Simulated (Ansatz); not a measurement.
LaAlO3 (R-3c, No. 167; start mp-2920; structure not from a measured cell), treated with HSE06+SOC in Ansatz (PAW).

Settings: plane-wave cutoff 460 eV, 6×6×6 k mesh, Fermi–Dirac smearing 0.01 eV, PAW data made under PBE.

Cell (relaxed with PBEsol):

```xyz
10
Lattice="2.6766 1.5454 4.3495 -2.6766 1.5454 4.3495 0.0000 -3.0907 4.3495" Properties=species:S:1:pos:R:3 pbc="T T T"
La     0.0000     0.0000     3.2622
La     0.0000     0.0000     9.7865
Al     0.0000     0.0000     0.0000
Al     0.0000     0.0000     6.5243
O      1.4344    -0.6062     7.6117
O     -1.4344     0.6062     5.4369
O     -0.1922     1.5454     7.6117
O      0.1922    -1.5454     5.4369
O     -1.2422    -0.9391     7.6117
O      1.2422     0.9391     5.4369
```

Task: Estimate the band gap that the calculation returns.

Result: 
- band gap = 5.51 eV (on the SCF k mesh) (direct)

Note: cell and atoms aren't relaxed at this level (largest force component 0.02 eV/Å, pressure 0.8 GPa); this cell isn't known to be the ambient phase, and symmetry holds it in the calculation.

It cost very roughly 60 core-minutes of CPU time.

A start named mp-… is a Materials Project structure, which need not be a measured phase.

Ansatz is a program for electronic structure.
